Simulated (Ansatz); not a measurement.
How much do the gradients of SnO2 depend on the method?

Cell: a Materials Project structure (computed, not necessarily an observed phase), taken as it stands.

```
Sn O
1.0
     4.78800    0.00000    0.00000
     0.00000    4.86658    0.00000
     0.00000    0.00000    3.24090
Sn O
2 4
Cartesian
  2.3940 2.4333 1.6204
  0.0000 0.0000 0.0000
  1.3974 1.5624 0.0000
  3.7914 0.8709 1.6204
  0.9966 3.9957 1.6204
  3.3906 3.3042 0.0000
```

Sites (sets of like atoms) are named by element and the number of their first atom in this list.

First run. Method: Kohn–Sham DFT in Ansatz, PBE, plane waves and PAW, scalar-relativistic, 420 eV cutoff, Γ-centred 7×7×10 k-points, Fermi–Dirac smearing 0.01 eV.

```csv
site,atom,V_zz (10²¹ V/m²),η
Sn,1,-5.13,0.85
O,3,-11.23,0.13
```

Second run. The same atoms and settings, except that the functional is r2SCAN and the cutoff is 500 eV.

Task: What does the second run give?

Result: 

| site | atom | V_zz | η | change of V_zz |
| --- | --- | --- | --- | --- |
| Sn | 1 | -5.05 | 0.86 | +0.08 |
| O | 3 | -10.99 | 0.11 | +0.24 |

The largest change of V_zz is on O, from -11.23 to -10.99. In per cent, |V_zz| changes by -2 on Sn, -2 on O (all sites that start above 0.5). Isomer shifts (Sn against SnO₂, from the density at the nucleus and a line fitted to measured compounds for each functional; the lines scatter by about 0.1 mm/s, so smaller changes between functionals mean little): Sn 0.07 → 0.07 mm/s.

For the first run: Without spin–orbit coupling (the program notes it for Sn) the gradients can shift somewhat, as the gap is small.
For the second run: At this cell the r2SCAN pressure is -8 GPa, so with r2SCAN the cell would shrink if it were relaxed. The entry's cell may itself be off. Without spin–orbit coupling (the program notes it for Sn) the gradients are little affected as a rule: paired runs on crystals with a gap mostly move them by under 2 % at such atoms. With these PAW files V_zz is typically within 2 to 3 % of all-electron values, but misses above 10 % occur on Sn.
